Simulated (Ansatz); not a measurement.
The cell is a 2-atom cell of SrTe (Fm-3m) from a materials database; cell and atoms were relaxed with r2SCAN. The symmetry is Fm-3m (No. 225, cubic); a = 6.705 Å in the conventional setting, 37.68 Å³ an atom. Sr is surrounded by 6 Te at 3.35 Å; Te is surrounded by 6 Sr at 3.35 Å.

3 runs of the PAW code Ansatz on this cell differ in the functional (and in the settings that go with it). Levels are in eV from each run's valence top; v1 is the last filled band, c1 the first empty one.

Run A, mean stress +4.0 GPa (compression positive):
```
point      v5     v3     v1    c1     c2     c3
    Γ  -21.28   0.00   0.00  9.40   9.97   9.97
    X  -21.34  -2.80  -1.06  7.80  10.37  12.15
    U  -21.32  -2.48  -1.25  9.15  11.68  12.85
```

Run B, mean stress +0.2 GPa (compression positive):
```
point      v5     v3     v1    c1    c2    c3
    Γ  -16.66   0.00   0.00  2.77  3.31  3.31
    X  -16.69  -1.93  -0.72  1.77  3.85  4.83
    U  -16.68  -1.74  -0.92  2.83  4.88  5.50
```

Run C, mean stress -0.1 GPa (compression positive):
```
point      v5     v3     v1    c1    c2    c3
    Γ  -17.93   0.00   0.00  4.25  4.89  4.89
    X  -17.97  -2.21  -0.83  3.15  5.36  6.57
    U  -17.95  -1.98  -1.03  4.30  6.49  7.28
```

Problem. Match the runs to PBE, PBE0, Hartree-Fock.

Solution. A is Hartree-Fock, B is PBE, C is PBE0. In order of the gap: PBE 1.77, PBE0 3.15, Hartree-Fock 7.80 eV.

No spin polarisation and no zero-point or thermal motion.

Spin-orbit coupling is left out, which matters wherever the heavy atoms make up the band edges.

The stress of a hybrid is loosely converged in these runs.

The meshes of the hybrids are coarse, so their gaps aren't converged to the digits shown.
